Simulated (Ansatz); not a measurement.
# C under strains and displacements

Theory: Ansatz 0.2.0, DFT PBE, scalar-relativistic, plane waves, PAW.

Settings: cutoff 420 eV, Γ-centred mesh 21×21×6 on the computed 4-atom cell, Gaussian smearing of 0.10 eV; no spin polarisation.

Reference cell:

```
C
1.0
     2.47000    0.00000    0.00000
    -1.23500    2.13908    0.00000
     0.00000    0.00000    6.79000
C
4
Direct
  0.00000 0.00000 0.00000
  0.00000 0.00000 0.50000
  0.33333 0.66667 0.00500
  0.66667 0.33333 0.50500
```

Each variant moves atoms of this cell by the vectors given, if any (Å), and then applies a symmetric strain (tensor components, Cartesian axes). The reference cell isn't relaxed at this level. Energies are per atom at zero smearing, counted from the lowest variant. Pressure is positive in compression.

1. strain (xx yy zz yz xz xy, %) 3.64 3.64 5.14 0.00 0.00 0.00; moves: C1 (0.000, 0.000, -0.100); C2 (0.000, 0.000, -0.100); C3 (0.000, 0.000, 0.100); C4 (0.000, 0.000, 0.100)
2. strain (xx yy zz yz xz xy, %) 5.20 5.20 -3.80 0.00 0.00 0.00; moves: C1 (0.000, 0.000, 0.150); C2 (0.000, 0.000, 0.150); C3 (0.000, 0.000, -0.150); C4 (0.000, 0.000, -0.150)
3. strain (xx yy zz yz xz xy, %) 4.16 4.16 5.66 0.00 0.00 0.00; moves: C1 (0.000, 0.000, 0.100); C2 (0.000, 0.000, 0.100); C3 (0.000, 0.000, -0.100); C4 (0.000, 0.000, -0.100)
4. strain (xx yy zz yz xz xy, %) -3.40 -3.40 -1.90 0.00 0.00 0.00; moves: C1 (0.000, 0.000, -0.150); C2 (0.000, 0.000, -0.150); C3 (0.000, 0.000, 0.150); C4 (0.000, 0.000, 0.150)
5. strain (xx yy zz yz xz xy, %) 2.44 2.44 3.94 0.00 0.00 0.00; moves: C1 (0.000, 0.000, -0.100); C2 (0.000, 0.000, -0.100); C3 (0.000, 0.000, 0.100); C4 (0.000, 0.000, 0.100)
6. strain (xx yy zz yz xz xy, %) -2.14 -2.14 -5.14 0.00 0.00 0.00; moves: C1 (0.000, 0.000, -0.250); C2 (0.000, 0.000, -0.250); C3 (0.000, 0.000, 0.250); C4 (0.000, 0.000, 0.250)

**Question.** Order the variants by energy, lowest first.

**Answer.** 3 (0.0 meV/atom), 5 (51.0 meV/atom), 1 (99.0 meV/atom), 2 (212.5 meV/atom), 4 (292.0 meV/atom), 6 (889.7 meV/atom).

**Question.** Order them by pressure, highest first.

**Answer.** 4 (23.46 GPa), 6 (4.12 GPa), 5 (-19.13 GPa), 1 (-25.23 GPa), 3 (-27.14 GPa), 2 (-34.50 GPa).

Each cell of C holds layers, and where no dispersion correction was added their binding is poorly described.